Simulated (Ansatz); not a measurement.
# ZrO₂ films: biaxial stress and wafer bow

Plane-wave DFT in Ansatz, PBE, scalar-relativistic PAW potentials, cutoff 420 eV, no spin-orbit coupling; no spin polarisation. ZrO₂ in space group P4_2/nmc, which needn't be the usual phase of this composition, strained equally along a and b of the conventional cell, with c and the atoms relaxed within the symmetry (a film with c along the normal). Stress is the in-plane mean, tension positive.

```tsv
strain (%)	stress (GPa)	E − E(0) (meV/atom)
-4.5	?	82.4
-3.0	-17.19	35.8
-1.5	-8.24	8.8
+0.0	-0.01	0.0
+1.5	7.49	8.3
+3.0	14.24	32.3
+4.5	20.28	70.7
```

Task: Fit the stress, get the biaxial modulus and predict the missing row.

Result: A parabola through the given rows is σ = -0.01 + 5.240 ε -0.1625 ε² GPa (ε in %), so M = dσ/dε = 524 GPa at zero. It predicts -26.88 GPa at -4.5 %; the run gave -26.72 GPa. The miss is 0.16 GPa, so the fit holds even one step beyond its range. The negative square term means that the film is stiffer in compression than in tension. The energies check it: E/V = Mε² at small strain, and a cubic fit with V = 11.54 Å³/atom gives M = 524 GPa, in agreement.

Task: How much does a 20 nm film at +0.2 % strain bow a 300 mm Si(001) wafer 775 μm thick?

Result: The fit, without its small constant, gives σ = 1.04 GPa. Stoney's formula, κ = 6σt_f/(M_s t_s²) with M_s = 180.5 GPa for Si(001) (literature), gives |κ| = 1.15×10⁻³ m⁻¹ and a bow κr²/2 = 13.0 μm at r = 150 mm, with the film side concave (tension pulls the edges up). This assumes a single-crystal or fully textured, unrelaxed film at 0 K.

Cost: about 3.3 core-minutes for the runs cited, on Arm Neoverse V1 (shared hosts).